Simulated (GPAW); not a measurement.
## MnO2 monolayer: cost and accuracy of all numerical settings together

Aim: see how far moments and order energies of MnO2 monolayer move with all numerical settings together, and what each rung costs.

Main program and level: GPAW 26.7.0; PBE; plane waves with GPAW's PAW setups, scalar-relativistic.

Most raw output is cut from this account.

## 1. The starting structure

The cell holds 3 atoms: 1 Mn and 2 O. Cell: a = 2.857 Å, b = 2.857 Å, c = 16.897 Å, α = 90.0°, β = 90.0°, γ = 120.0°. It derives from MnO2. one layer cut from the bulk crystal, unrelaxed, 15 A of vacuum. Vacuum lies along c.

As a file:

```
Mn O
1.0
     2.85687    0.00000    0.00000
    -1.42843    2.47412    0.00000
     0.00000    0.00000   16.89689
Mn O
1 2
Direct
  0.00000 0.00000 0.50000
  0.66667 0.33333 0.55613
  0.33333 0.66667 0.44387
```

## 2. Rung 1 (280 eV, mesh 4×4×1), start ferro +

Several settings change at once from rung to rung, from a quick look to a careful run; the headings and inputs name them.

order1.py reads:

```python
import json
import numpy as np
from ase import Atoms
from ase.parallel import paropen, parprint
from gpaw import GPAW

atoms = Atoms(['Mn', 'O', 'O'],
    cell=[[2.85687, 0.0, 0.0],
         [-1.428435, 2.474122, 0.0],
         [0.0, 0.0, 16.896891]],
    scaled_positions=[[0.0, 0.0, 0.5],
         [0.666667, 0.333333, 0.556131],
         [0.333333, 0.666667, 0.443869]],
    pbc=True,
    magmoms=[4.5, 0.0, 0.0])
atoms.calc = GPAW(mode={'name': 'pw', 'ecut': 280},
    xc='PBE',
    kpts={'size': (4, 4, 1), 'gamma': True},
    occupations={'name': 'fermi-dirac', 'width': 0.2},
    convergence={'density': 1e-05, 'energy': 1e-05},
    maxiter=200,
    symmetry={'tolerance': 1e-4},
    txt='order1.txt')
e = atoms.get_potential_energy(force_consistent=True)
res = {'free_energy': e, 'energy_sigma0': atoms.get_potential_energy(), 'fermi_energy': atoms.calc.get_fermi_level()}
res['moments'] = atoms.get_magnetic_moments().tolist()
res['total'] = atoms.get_magnetic_moment()
parprint('site moments (muB):', np.round(res['moments'], 3))
parprint(f"total moment: {res['total']:.3f} muB")
parprint(f'free energy: {e:.6f} eV')
atoms.calc.write('order1.gpw')
with paropen('results.json', 'w') as f:
    json.dump(res, f)
```

Run with:

```bash
OMP_NUM_THREADS=1 mpirun -n 2 gpaw python order1.py > order1.log
```

Elapsed: 9 s, on 2 MPI ranks of Arm Neoverse N1, shared host; peak memory 0.34 GiB; 18 s of CPU time.

Spin moment in the augmentation sphere by atom:

```tsv
atom	spin moment in the augmentation sphere (μB)
Mn1	2.75
O2	0.03
O3	0.03
```

Numbers from this step:

```
magnetization : 2.941 μB
final state   : ferromagnetic
```

After 12 cycles the largest moment stands at 2.75 μB.

## 3. Rung 1 (280 eV, mesh 4×2×1), start antiferro q=(0,1/2,0) +-

The second start gives the energy difference between the two end states, the quantity that is followed up the ladder. Its q is in fractions of the reciprocal vectors of the first run's cell.

order2.py reads:

```python
import json
import numpy as np
from ase import Atoms
from ase.parallel import paropen, parprint
from gpaw import GPAW

atoms = Atoms(['Mn', 'Mn', 'O', 'O', 'O', 'O'],
    cell=[[2.85687, 0.0, 0.0],
         [-2.85687, 4.948244, 0.0],
         [0.0, 0.0, 16.896891]],
    scaled_positions=[[0.0, 0.0, 0.5],
         [0.0, 0.5, 0.5],
         [0.666667, 0.1666665, 0.556131],
         [0.666667, 0.6666665, 0.556131],
         [0.333333, 0.3333335, 0.443869],
         [0.333333, 0.8333335, 0.443869]],
    pbc=True,
    magmoms=[4.5, -4.5, 0.0, 0.0, 0.0, 0.0])
atoms.calc = GPAW(mode={'name': 'pw', 'ecut': 280},
    xc='PBE',
    kpts={'size': (4, 2, 1), 'gamma': True},
    occupations={'name': 'fermi-dirac', 'width': 0.2},
    convergence={'density': 1e-05, 'energy': 1e-05},
    maxiter=200,
    symmetry={'tolerance': 1e-4},
    txt='order2.txt')
e = atoms.get_potential_energy(force_consistent=True)
res = {'free_energy': e, 'energy_sigma0': atoms.get_potential_energy(), 'fermi_energy': atoms.calc.get_fermi_level()}
res['moments'] = atoms.get_magnetic_moments().tolist()
res['total'] = atoms.get_magnetic_moment()
parprint('site moments (muB):', np.round(res['moments'], 3))
parprint(f"total moment: {res['total']:.3f} muB")
parprint(f'free energy: {e:.6f} eV')
atoms.calc.write('order2.gpw')
with paropen('results.json', 'w') as f:
    json.dump(res, f)
```

Run with:

```bash
OMP_NUM_THREADS=1 mpirun -n 2 gpaw python order2.py > order2.log
```

Wall time 36 s (2 MPI ranks); peak memory 0.42 GiB; 73 s of CPU time.

Spin moment in the augmentation sphere by atom:

```tsv
atom	spin moment in the augmentation sphere (μB)
Mn1	2.59
Mn2	-2.59
O3	0.01
O4	-0.01
O5	-0.01
O6	0.01
```

Read from the output:

```yaml
magnetization: 0 μB
final_state: antiferromagnetic
```

This start lies +6.1 meV a seeded atom from the first; its largest moment is 2.59 μB.

## 4. Rung 2 (380 eV, mesh 6×6×1), start ferro +

order1.py is the script of step 2 with these lines changed:

```diff
@@ -15,6 +15,6 @@
     magmoms=[4.5, 0.0, 0.0])
-atoms.calc = GPAW(mode={'name': 'pw', 'ecut': 280},
+atoms.calc = GPAW(mode={'name': 'pw', 'ecut': 380},
     xc='PBE',
-    kpts={'size': (4, 4, 1), 'gamma': True},
-    occupations={'name': 'fermi-dirac', 'width': 0.2},
+    kpts={'size': (6, 6, 1), 'gamma': True},
+    occupations={'name': 'fermi-dirac', 'width': 0.15},
     convergence={'density': 1e-05, 'energy': 1e-05},
```

Run with:

```bash
OMP_NUM_THREADS=1 mpirun -n 2 gpaw python order1.py > order1.log
```

The job ended after 15 s (2 MPI ranks; peak memory 0.38 GiB).

This step gave:

```yaml
magnetization: 2.989 μB
final_state: ferromagnetic
largest_moment: 2.810 μB
```

The largest moment moves by +0.06 μB from rung 1, at 1.7 times its CPU time.

## 5. Rung 2 (380 eV, mesh 6×3×1), start antiferro q=(0,1/2,0) +-

order2.py is the script of step 3 with these lines changed:

```diff
@@ -18,6 +18,6 @@
     magmoms=[4.5, -4.5, 0.0, 0.0, 0.0, 0.0])
-atoms.calc = GPAW(mode={'name': 'pw', 'ecut': 280},
+atoms.calc = GPAW(mode={'name': 'pw', 'ecut': 380},
     xc='PBE',
-    kpts={'size': (4, 2, 1), 'gamma': True},
-    occupations={'name': 'fermi-dirac', 'width': 0.2},
+    kpts={'size': (6, 3, 1), 'gamma': True},
+    occupations={'name': 'fermi-dirac', 'width': 0.15},
     convergence={'density': 1e-05, 'energy': 1e-05},
```

Run with:

```bash
OMP_NUM_THREADS=1 mpirun -n 2 gpaw python order2.py > order2.log
```

It took 91 s on 2 MPI ranks; peak memory 0.51 GiB; 3 min of CPU time.

Numbers from this step:

```
magnetization  : 0 μB
final state    : antiferromagnetic
largest moment : 2.660 μB
```

This start lies -4.4 meV a seeded atom from the first, a change of -10.5 meV since rung 1; its largest moment is 2.66 μB.

## 6. Rung 3 (500 eV, mesh 8×8×1), start ferro +

order1.py is the script of step 4 with these lines changed:

```diff
@@ -15,6 +15,6 @@
     magmoms=[4.5, 0.0, 0.0])
-atoms.calc = GPAW(mode={'name': 'pw', 'ecut': 380},
+atoms.calc = GPAW(mode={'name': 'pw', 'ecut': 500},
     xc='PBE',
-    kpts={'size': (6, 6, 1), 'gamma': True},
-    occupations={'name': 'fermi-dirac', 'width': 0.15},
+    kpts={'size': (8, 8, 1), 'gamma': True},
+    occupations={'name': 'fermi-dirac', 'width': 0.1},
     convergence={'density': 1e-05, 'energy': 1e-05},
```

Run with:

```bash
OMP_NUM_THREADS=1 mpirun -n 2 gpaw python order1.py > order1.log
```

Run time: 25 s. Hardware: 2 MPI ranks; peak memory 0.42 GiB; 49 s of CPU time.

Numbers from this step:

- magnetization: 2.999 μB
- final state: ferromagnetic
- largest moment: 2.814 μB

The largest moment is that of rung 2, at 1.6 times its CPU time.

## 7. Rung 3 (500 eV, mesh 8×4×1), start antiferro q=(0,1/2,0) +-

order2.py is the script of step 5 with these lines changed:

```diff
@@ -18,6 +18,6 @@
     magmoms=[4.5, -4.5, 0.0, 0.0, 0.0, 0.0])
-atoms.calc = GPAW(mode={'name': 'pw', 'ecut': 380},
+atoms.calc = GPAW(mode={'name': 'pw', 'ecut': 500},
     xc='PBE',
-    kpts={'size': (6, 3, 1), 'gamma': True},
-    occupations={'name': 'fermi-dirac', 'width': 0.15},
+    kpts={'size': (8, 4, 1), 'gamma': True},
+    occupations={'name': 'fermi-dirac', 'width': 0.1},
     convergence={'density': 1e-05, 'energy': 1e-05},
```

Run with:

```bash
OMP_NUM_THREADS=1 mpirun -n 2 gpaw python order2.py > order2.log
```

Elapsed: 3.7 min, on 2 MPI ranks; peak memory 0.66 GiB.

Numbers from this step:

```yaml
magnetization: 0 μB
final_state: antiferromagnetic
largest_moment: 2.666 μB
```

This start lies -2.1 meV a seeded atom from the first, a change of +2.3 meV since rung 2; its largest moment is 2.67 μB.

## 8. Rung 4 (700 eV, mesh 10×10×1), start ferro +

order1.py is the script of step 6 with these lines changed:

```diff
@@ -15,6 +15,6 @@
     magmoms=[4.5, 0.0, 0.0])
-atoms.calc = GPAW(mode={'name': 'pw', 'ecut': 500},
+atoms.calc = GPAW(mode={'name': 'pw', 'ecut': 700},
     xc='PBE',
-    kpts={'size': (8, 8, 1), 'gamma': True},
-    occupations={'name': 'fermi-dirac', 'width': 0.1},
+    kpts={'size': (10, 10, 1), 'gamma': True},
+    occupations={'name': 'fermi-dirac', 'width': 0.05},
     convergence={'density': 1e-05, 'energy': 1e-05},
```

Run with:

```bash
OMP_NUM_THREADS=1 mpirun -n 2 gpaw python order1.py > order1.log
```

Elapsed: 65 s, on 2 MPI ranks; peak memory 0.54 GiB.

Read from the output:

- magnetization: 3.000 μB
- final state: ferromagnetic
- largest moment: 2.815 μB

The largest moment is that of rung 3, at 2.6 times its CPU time.

## 9. Rung 4 (700 eV, mesh 10×5×1), start antiferro q=(0,1/2,0) +-

order2.py is the script of step 7 with these lines changed:

```diff
@@ -18,6 +18,6 @@
     magmoms=[4.5, -4.5, 0.0, 0.0, 0.0, 0.0])
-atoms.calc = GPAW(mode={'name': 'pw', 'ecut': 500},
+atoms.calc = GPAW(mode={'name': 'pw', 'ecut': 700},
     xc='PBE',
-    kpts={'size': (8, 4, 1), 'gamma': True},
-    occupations={'name': 'fermi-dirac', 'width': 0.1},
+    kpts={'size': (10, 5, 1), 'gamma': True},
+    occupations={'name': 'fermi-dirac', 'width': 0.05},
     convergence={'density': 1e-05, 'energy': 1e-05},
```

Run with:

```bash
OMP_NUM_THREADS=1 mpirun -n 2 gpaw python order2.py > order2.log
```

Run time: 10 min. Hardware: 2 MPI ranks; peak memory 1.1 GiB; 20 min of CPU time.

Read from the output:

* magnetization: 0 μB
* final state: antiferromagnetic
* largest moment: 2.667 μB

This start lies -2.1 meV a seeded atom from the first, a change of -0.0 meV since rung 3; its largest moment is 2.67 μB.

## 10. The rungs together

Ladder, by row:

```tsv
rung	cutoff (eV)	mesh	smearing (eV)	state from the first start	state from the second start	second less first (meV a seeded atom)	moment, first (μB)	moment, second (μB)	CPU time (s)
1	280	4x4x1	0.2	ferromagnetic	antiferromagnetic	6.092	2.75	2.591	90.56
2	380	6x6x1	0.15	ferromagnetic	antiferromagnetic	-4.436	2.81	2.66	212.1
3	500	8x8x1	0.1	ferromagnetic	antiferromagnetic	-2.096	2.814	2.666	491.3
4	700	10x10x1	0.05	ferromagnetic	antiferromagnetic	-2.105	2.815	2.667	1353
```

## 11. Results

```yaml
range_of_the_moment_in_the_table_second_start: 2.59 to 2.67 μB
range_of_cpu_time: 91 s to 23 min
range_of_the_energy_difference: -4.44 to 6.09 meV a seeded atom
first_rung_from_which_all_stay_within_2_mev_of_the_last: 3
```

**Reading.** From rung 3 on the result stays within 0.0089 meV of the last rung, inside the margin of 2 meV set for it, at 36 % of the last rung's cost. The sign of the difference changes along the ladder, so the order that comes out lowest hangs on the rung.

[Logs and program files are shortened in this print: banners, set-up blocks, solver, clock and traceback lines can be left out without a mark of their own.]

[Logs are printed without paths, hosts, clocks, repeated set-up lines and the standing remarks that a program may print on its own settings, such as how far it seeks lower states.]

[Hosts, paths, dates, database ids (printed as entryN), source tags and the programs' standing remarks are cut or masked in the printed files.]

[Where a cell is said to come from a database of computed structures, the database is the Materials Project.]
